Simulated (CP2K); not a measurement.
## MgS under changes of volume

One of the cells (22.740 Å³/atom); the others are scaled copies at fixed shape and fractional positions:

```
S Mg
1.0
     4.00664    0.00000    0.00000
     2.00332    3.46985    0.00000
     2.00332    1.15662    3.27141
S Mg
1 1
Direct
  0.25000 0.25000 0.25000
  0.00000 0.00000 0.00000
```

The cell comes from a database or a generator and needn't be the stable form of this composition.

- Program: CP2K 2026.2
- Functional: r2SCAN
- Potentials or basis: POTENTIAL_UZH S GTH-SCAN-q6, Mg GTH-SCAN-q10; TZVP-MOLOPT-SCAN-GTH basis
- Density cutoff: 19048 eV
- k mesh: 8 × 8 × 8
- Occupations: fermi-dirac, width 0.05 eV
- Spin: no spin polarisation

```csv
volume (Å³/atom),energy over the lowest point (meV/atom),pressure (GPa),gap on the mesh (eV)
21.376,24.88,5.2,4.33
21.831,12.38,3.6,4.22
22.285,4.08,2.2,4.10
22.740,?,?,?
23.195,0.00,-0.2,3.89
23.650,2.13,-1.3,3.79
24.105,7.08,-2.2,3.69
```

Task: What does the run at 22.740 Å³/atom give?

Result: Energy over the lowest point 1.00 meV/atom; pressure 0.9 GPa; gap on the mesh 4.00 eV.

Worked out: A Birch-Murnaghan fit of order 3 (a polynomial in V^(-2/3)) to the other rows has its minimum at 23.04 Å³/atom with B0 = V·E''(V) = 55 GPa (rough, since the energies scatter). It gives 0.35 meV/atom at 22.740 Å³/atom, against the run's 1.00, and -dE/dV = 0.7 GPa, against 0.9. A straight line through the other rows of the gap, of slope -5.33 eV per unit of ln V (its deformation potential), gives 4.00 eV, against the run's 4.00.

Energies are extrapolated to zero smearing.

Caveats: the basis of atomic orbitals isn't converged, which shifts pressures, moduli and gaps.
